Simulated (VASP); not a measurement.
# TiN (Osbornite) (Fm-3m) in VASP: notebook

Aim: see how the results for TiN (Osbornite) move with the level of theory and the settings. Levels: LDA, PBE. Tasks: relaxation of cell and atoms.

Everything below comes from runs of VASP 6.6.1. Logs are shortened: lines on timing, memory, paths and dates and some standing lists are left out, and cuts for length are marked.

### Step 1. The crystal as given

It takes space group Fm-3m (No. 225, cubic). Conventional cell: a = 4.238 Å, b = 4.238 Å, c = 4.238 Å, α = 90.00°, β = 90.00°, γ = 90.00°. Ti (site symmetry m-3m) is surrounded by 6 N at 2.12 Å. N (site symmetry m-3m) has 6 Ti at 2.12 Å as nearest neighbours.

### Step 2. Relaxation of cell and atoms, LDA

INCAR reads:

```
SYSTEM = TiN
  PREC = Accurate
  ENCUT = 600
  EDIFF = 1E-6
  ISMEAR = 1
  SIGMA = 0.1
  LREAL = .False.
  LASPH = .True.
  NELM = 80
  ALGO = Normal
  ISIF = 3
  LWAVE = .False.
  LCHARG = .False.
  IBRION = 2
  NSW = 90
  EDIFFG = -0.01
```

KPOINTS reads:

```
regular mesh
0
Gamma
  16 16 16
  0 0 0
```

POSCAR reads:

```
TiN
1.0
    0.0000000000      2.1190000000      2.1190000000
    2.1190000000      0.0000000000      2.1190000000
    2.1190000000      2.1190000000      0.0000000000
Ti N
1 1
Direct
    0.0000000000      0.0000000000      0.0000000000
    0.5000000000      0.5000000000      0.5000000000
```

Potentials or basis: VASP PAW LDA potentials, release 64 (Ti_sv, N).

The run is started by

```
> cat potpaw_LDA.64/Ti_sv/POTCAR potpaw_LDA.64/N/POTCAR > POTCAR
> mpirun -np 1 vasp_std > vasp.out
```

OUTCAR:

```text
SYSTEM = TiN
   PREC = Accurate
   ENCUT = 600
   EDIFF = 1E-6
   ISMEAR = 1
   LREAL = .False.
   LASPH = .True.
   NELM = 80
   ISIF = 3
   IBRION = 2
   NSW = 90
   EDIFFG = -0.01

 ion  position               nearest neighbor table
   1  0.000  0.000  0.000-   2 2.12   2 2.12   2 2.12   2 2.12   2 2.12   2 2.12
   2  0.500  0.500  0.500-   1 2.12   1 2.12   1 2.12   1 2.12   1 2.12   1 2.12

  LATTYP: Found a face centered cubic cell.
 ALAT       =     4.2380000000

  Lattice vectors:

 A1 = (   0.0000000000,   2.1190000000,   2.1190000000)
 A2 = (   2.1190000000,   0.0000000000,   2.1190000000)
 A3 = (   2.1190000000,   2.1190000000,   0.0000000000)

Analysis of symmetry for initial positions (statically):
=====================================================================
 Subroutine PRICEL returns:
 Original cell was already a primitive cell.

 Routine SETGRP: Setting up the symmetry group for a
 face centered cubic supercell.

 Subroutine GETGRP returns: Found 48 space group operations
 (whereof 48 operations were pure point group operations)
 out of a pool of 48 trial point group operations.

The static configuration has the point symmetry O_h .

Analysis of symmetry for dynamics (positions and initial velocities):
=====================================================================
 Subroutine PRICEL returns:
 Original cell was already a primitive cell.

 Routine SETGRP: Setting up the symmetry group for a
 face centered cubic supercell.

 Subroutine GETGRP returns: Found 48 space group operations
 (whereof 48 operations were pure point group operations)
 out of a pool of 48 trial point group operations.

The dynamic configuration has the point symmetry O_h .

 Subroutine INISYM returns: Found 48 space group operations
 (whereof 48 operations are pure point group operations),
 and found     1 'primitive' translations

----------------------------------------------------------------------------------------

                                     Primitive cell

  volume of cell :      19.0293

  direct lattice vectors                    reciprocal lattice vectors
     0.000000000  2.119000000  2.119000000    -0.235960359  0.235960359  0.235960359
     2.119000000  0.000000000  2.119000000     0.235960359 -0.235960359  0.235960359
     2.119000000  2.119000000  0.000000000     0.235960359  0.235960359 -0.235960359

  length of vectors
     2.996718539  2.996718539  2.996718539     0.408695330  0.408695330  0.408695330

  position of ions in fractional coordinates (direct lattice)
     0.000000000  0.000000000  0.000000000
     0.500000000  0.500000000  0.500000000

  ion indices of the primitive-cell ions
   primitive index   ion index
                 1           1
                 2           2

----------------------------------------------------------------------------------------

 KPOINTS: regular mesh

Automatic generation of k-mesh.
 Grid dimensions read from file:
 generate k-points for:   16   16   16

 Generating k-lattice:

  Cartesian coordinates                     Fractional coordinates (reciprocal lattice)
    -0.014747522  0.014747522  0.014747522     0.062500000  0.000000000  0.000000000
     0.014747522 -0.014747522  0.014747522     0.000000000  0.062500000  0.000000000
     0.014747522  0.014747522 -0.014747522     0.000000000  0.000000000  0.062500000

  Length of vectors
     0.025543458  0.025543458  0.025543458

  Shift w.r.t. Gamma in fractional coordinates (k-lattice)
     0.000000000  0.000000000  0.000000000

 Subroutine IBZKPT returns following result:
 ===========================================

 Found    145 irreducible k-points:

 Following reciprocal coordinates:
            Coordinates               Weight
  0.000000  0.000000  0.000000      1.000000
  0.062500  0.000000  0.000000      8.000000
  0.125000  0.000000  0.000000      8.000000
  0.187500  0.000000  0.000000      8.000000
  0.250000  0.000000  0.000000      8.000000
  0.312500  0.000000  0.000000      8.000000
[... 16 lines left out ...]
 -0.125000  0.062500  0.000000     24.000000
 -0.062500  0.062500  0.000000     12.000000
 [... further k-points ...]
   k-points           NKPTS =    145   k-points in BZ     NKDIM =    145   number of bands    NBANDS=     12
   number of dos      NEDOS =    301   number of ions     NIONS =      2
   total plane-waves  NPLWV =  13824
   dimension x,y,z NGX =    24 NGY =   24 NGZ =   24
   dimension x,y,z NGXF=    48 NGYF=   48 NGZF=   48
   ions per type =               1   1
   NGX,Y,Z   is equivalent  to a cutoff of  13.31, 13.31, 13.31 a.u.
   NGXF,Y,Z  is equivalent  to a cutoff of  26.63, 26.63, 26.63 a.u.
 SYSTEM =  TiN
   PREC   = accura    normal or accurate (medium, high low for compatibility)
   ISTART =      0    job   : 0-new  1-cont  2-samecut
   ICHARG =      2    charge: 1-file 2-atom 10-const
   ISPIN  =      1    spin polarized calculation?
   LNONCOLLINEAR =      F non collinear calculations
   LSORBIT =      F    spin-orbit coupling
   LASPH  =      T    aspherical Exc in radial PAW
   ENCUT  =  600.0 eV  44.10 Ry    6.64 a.u.   5.99  5.99  5.99*2*pi/ulx,y,z
   NELM   =     80;   NELMIN=  2; NELMDL= -5     # of ELM steps
   EDIFF  = 0.1E-05   stopping-criterion for ELM
   LREAL  =      F    real-space projection
   EDIFFG = -.1E-01   stopping-criterion for IOM
   NSW    =     90    number of steps for IOM
   IBRION =      2    ionic relax: 0-MD 1-quasi-New 2-CG
   NFREE  =      1    steps in history (QN), initial steepest desc. (CG)
   ISIF   =      3    stress and relaxation
   ISYM   =      2    0-nonsym 1-usesym 2-fastsym
   POTIM  = 0.5000    time-step for ionic-motion
   TEBEG  =    0.0;   TEEND  =   0.0 temperature during run
   PSTRESS=    0.0 pullay stress
   NELECT =      17.0000    total number of electrons
   NUPDOWN=      -1.0000    fix difference up-down
   EMIN   =  10.00;   EMAX   =-10.00  energy-range for DOS
   EFERMI =   0.00;   METHOD = LEGACY
   ISMEAR =     1;   SIGMA  =   0.10  broadening in eV -4-tet -1-fermi 0-gaus
   EFERMI_NEDOS =   21; number of points for ismear=-14 and -15
   IALGO  =     38    algorithm
   IMIX   =      4    mixing-type and parameters
     AMIX     =   0.40;   BMIX     =  1.00
     AMIX_MAG =   1.60;   BMIX_MAG =  1.00
  volume/ion in A,a.u.               =       9.51        64.21
  Fermi-wavevector in a.u.,A,eV,Ry     =   1.576704  2.979539 33.824024  2.485996
  Thomas-Fermi vector in A             =   2.677497
   LORBIT       =      0    0 simple, 1 ext, 2 COOP (PROOUT), +10 PAW based schemes
   GGA     = CA    functional components
   LHFCALC =     F    Hartree Fock is set to
   AEXX    =    0.0000 exact exchange contribution
   IVDW    =     0    specifies the selected vdW correction
   LEPSILON=     F    determine dielectric tensor
   LRPA    =     F    only Hartree local field effects (RPA)
 conjugate gradient relaxation of ions
 non-spin polarized calculation
 Methfessel and Paxton  Order N= 1 SIGMA  =   0.10
  energy-cutoff  :      600.00
  volume of cell :       19.03
 maximum number of plane-waves:       652
   NGX = 11   NGY = 11   NGZ = 11

--------------------------------------- Ionic step        1  -------------------------------------------

 number of electron      17.0000002 magnetization

 Free energy of the ion-electron system (eV)
  ---------------------------------------------------
  ext. energy  EPLUGINS =         0.00000000
  ---------------------------------------------------
  free energy    TOTEN  =       -21.63891346 eV

  energy without entropy =      -21.63751645  energy(sigma->0) =      -21.63844779

------------------------ aborting loop because EDIFF is reached ----------------------------------------

  FORCE on cell =-STRESS in cart. coord.  units (eV):
  Direction    XX          YY          ZZ          XY          YZ          ZX
  --------------------------------------------------------------------------------------
  -------------------------------------------------------------------------------------
  Total       -1.5267291     -1.5267291     -1.5267291     -0.0000000      0.0000000      0.0000000
  in kB     -128.5433781   -128.5433781   -128.5433781     -0.0000000      0.0000000      0.0000000
  external PRESSURE =    -128.5433781 kB  Pullay stress =       0.0000000 kB
[... 93 lines left out ...]
  energy  without entropy=      -21.6717384897  energy(sigma->0) =      -21.67270382

--------------------------------------- Ionic step        4  -------------------------------------------

 number of electron      16.9999996 magnetization

 Free energy of the ion-electron system (eV)
  ---------------------------------------------------
  ext. energy  EPLUGINS =         0.00000000
  ---------------------------------------------------
  free energy    TOTEN  =       -21.67320021 eV

  energy without entropy =      -21.67175135  energy(sigma->0) =      -21.67271726

 E-fermi :  11.8312     XC(G=0): -13.6308

 val. band max:       11.8303694635   @ k =   0.1250   0.0625   0.0000
 cond. band min:      11.8438456345   @ k =  -0.1875   0.1875   0.0625
 fundamental gap:      0.0134761710
 Fermi energy:        11.8311523773

 k-point     1 :       0.0000    0.0000    0.0000
  band No.  band energies     occupation
      1     -45.2531      2.00000
      2     -21.5713      2.00000
      3     -21.5713      2.00000
      4     -21.5713      2.00000
      5      -5.2895      2.00000
      6       9.7687      2.00000
      7       9.7687      2.00000
      8       9.7687      2.00000
      9      11.1385      2.00000
     10      11.1385      2.00000
     11      11.1385      2.00000
     12      12.4241     -0.00000
[... 331 lines left out ...]
 k-point    24 :      -0.0625    0.0625    0.0000
  band No.  band energies     occupation
      1     -45.2406      2.00000
      2     -21.6478      2.00000
      3     -21.5907      2.00000
      4     -21.5723      2.00000
      5      -5.0690      2.00000
      6       8.6467      2.00000
      7       8.8541      2.00000
      8       9.1871      2.00000
      9      11.2640      2.00000
     10      11.5920      2.00371
     11      11.7025      2.06984
     12      12.9067     -0.00000

 [... further k-points ...]
[... 5 lines left out ...]
  --------------------------------------------------------------------------------------
  -------------------------------------------------------------------------------------
  Total       -0.0020536     -0.0020536     -0.0020536     -0.0000000      0.0000000      0.0000000
  in kB       -0.1807420     -0.1807420     -0.1807420     -0.0000000      0.0000000      0.0000000
  external PRESSURE =      -0.1807420 kB  Pullay stress =       0.0000000 kB
[... 17 lines left out ...]
  FREE ENERGIE OF THE ION-ELECTRON SYSTEM (eV)
  ---------------------------------------------------
  free  energy   TOTEN  =       -21.6732002129 eV

  energy  without entropy=      -21.6717513481  energy(sigma->0) =      -21.67271726

 reached required accuracy - stopping structural energy minimisation
```

It took 67 s on 1 thread of Intel Xeon Platinum 8259CL at 2.50GHz (Skylake/Cascade Lake), shared host; peak memory 0.17 GiB.

What came out:

```yaml
Free_energy: -21.6732 eV
Relaxed_volume: 9.10 Å³/atom
Relaxed_cell: a = 2.953 Å, b = 2.953 Å, c = 2.953 Å, α = 60.00°, β = 60.00°, γ = 60.00°
Space_group_after_relaxing_to_0.05_Å: Fm-3m (No. 225)
Energy_gained_by_relaxing: 17.1 meV/atom
Ionic_steps: 4
Pressure_after_relaxing: 0.0 GPa
Band_gap_on_the_k_mesh: none (metal or under the smearing width)
```

The path:
| step | energy change (eV) | largest force (eV/Å) | pressure (GPa) | volume (Å³) |
| --- | --- | --- | --- | --- |
| 1 | 0.0000 | 0.0000 | -12.85 | 19.03 |
| 2 | 0.0539 | 0.0000 | 24.97 | 17.00 |
| 3 | -0.0343 | 0.0000 | -0.26 | 18.22 |
| 4 | -0.0343 | 0.0000 | -0.02 | 18.20 |

Final structure:
```
Ti N
1.0
     0.00000    2.08790    2.08790
     2.08790    0.00000    2.08790
     2.08790    2.08790    0.00000
Ti N
1 1
Cartesian
  2.0879 2.0879 4.1758
  2.0879 2.0879 2.0879
```

LDA usually gives volumes a few per cent too small. Zero-point motion and thermal expansion aren't in these numbers.

(Part 1 of 2 ends here.)
